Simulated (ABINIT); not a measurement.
An input for ABINIT 10.8.3 (AgCl (Fm-3m)):

```
acell 3*1.0 Angstrom
rprim 
  0.000000000000 2.798500000000 2.798500000000
  2.798500000000 0.000000000000 2.798500000000
  2.798500000000 2.798500000000 -0.000000000000
ntypat 2
znucl 47 17
natom 2
typat 1 2
xred 
  0.000000000000 0.000000000000 0.000000000000
  0.500000000000 0.500000000000 0.500000000000
pp_dirpath "pseudos"
pseudos "Ag.upf, Cl.upf"
ecut 37
ngkpt 4 4 4
nshiftk 1
shiftk 0 0 0
kptopt 1
chksymbreak 0
istwfk *1
occopt 1
irdwfk 1
optdriver 3
nband 127
ecuteps 6
inclvkb 2
awtr 1
symchi 1
indata_prefix "in"
outdata_prefix "out"
tmpdata_prefix "tmp"
```

```sh
OMP_NUM_THREADS=1 mpirun -n 4 abinit run.abi > log
```

Estimate wall time and host memory on 4 MPI ranks of Arm Neoverse V1, shared host.

It took 37 s; on shared hardware allow 19 s to 74 s. Peak host memory was 0.96 GiB.

[Paths, hosts, dates, memory and timing lines, banners, echoed tables and standing remarks are left out of the program output.]

[Logs are printed without paths, hosts, clocks, repeated set-up lines and the standing remarks that a program may print on its own settings, such as how far it seeks lower states.]

[Runs of the session that timed out or met a known fault of the program may be left out.]

[Hosts, paths, dates, database ids (printed as entryN), source tags and the programs' standing remarks are cut or masked in the printed files.]

[G0W0 gaps are taken among the corrected bands and points alone; a level outside them can change the order at an edge.]

[Where Ansatz stands beside ABINIT at settings called matched, ABINIT's density can come from a denser mesh and the files from another edition; pairs whose starting gaps differed by over 0.03 eV were left out, so agreement reads better than it is.]
